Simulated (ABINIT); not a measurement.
CaO:

```
CELL_PARAMETERS angstrom
0.00000 2.40356 2.40356
2.40356 0.00000 2.40356
2.40356 2.40356 0.00000
ATOMIC_POSITIONS crystal
Ca 0.00000 0.00000 0.00000
O 0.50000 0.50000 0.50000
```

The cell is a database's computed one.

Program: ABINIT 10.8.3 (patched build). Alike in all runs: task band structure; no spin polarisation; cell as given; k mesh 10 × 10 × 10; smearing fermi-dirac 0.05 eV.

Order these runs on this cell by their pressure, lowest first.
A. level r2SCAN; potentials or basis JTH PAW PBE v2.0; cutoff (eV) 762; fine-grid cutoff 1360.57 eV
B. level LDA-PZ; potentials or basis JTH PAW LDA v2.0; cutoff (eV) 626; fine-grid cutoff 1224.51 eV
C. level rPW86PBE; potentials or basis JTH PAW PBE v2.0; cutoff (eV) 626; fine-grid cutoff 1224.51 eV
D. level SOGGA; potentials or basis JTH PAW PBE v2.0; cutoff (eV) 626; fine-grid cutoff 1224.51 eV
E. level RPBE; potentials or basis JTH PAW PBE v2.0; cutoff (eV) 626; fine-grid cutoff 1224.51 eV

B (-7.1 GPa), D (-3.2 GPa), A (-1.3 GPa), C (3.6 GPa), E (5.2 GPa).

Caveats: the PAW data sets were made with another functional, which shifts forces and pressure a little (some runs).

Runs at the PBE level aren't shown here.
